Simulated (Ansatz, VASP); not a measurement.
## Mo in VASP and in Ansatz

```
CELL_PARAMETERS angstrom
0.00000 2.00148 2.00148
2.00148 0.00000 2.00148
2.00148 2.00148 0.00000
ATOMIC_POSITIONS crystal
Mo 0.00000 0.00000 0.00000
```

Change from the starting cell: volume scaled by 0.98.

Alike in both runs: task single point; functional BLYP; k mesh 8 × 8 × 8; occupations fermi-dirac, width 0.05 eV; non-collinear spin, spin-orbit coupling.

```csv
,VASP,Ansatz
version,VASP 6.6.1,Ansatz 0.2.0
potentials or method,"VASP PAW PBE potentials, release 64 (Mo_sv), cutoff 520 eV","all-electron LAPW, relativistic spinors"
```

Ansatz gave:

```
gap on the k mesh at the Fermi level (eV) : none
pressure (GPa)                            : 8.8
net moment per atom (μB)                  : 0.00
```

**Question.** Which values does VASP return?

**Answer.** gap on the k mesh at the Fermi level (eV): none; pressure (GPa): 9.5; net moment per atom (μB): 0.00.

A gap of «none» marks a metal or a gap that the smearing closes. Ansatz ran all-electron here, so the differences hold the error of VASP's frozen core and of both bases.

Caveats: the PAW data sets were made with another functional, which shifts forces and pressure a little (VASP); the k mesh is thin for a metal, which can move the energy by tens of meV per atom (Ansatz).
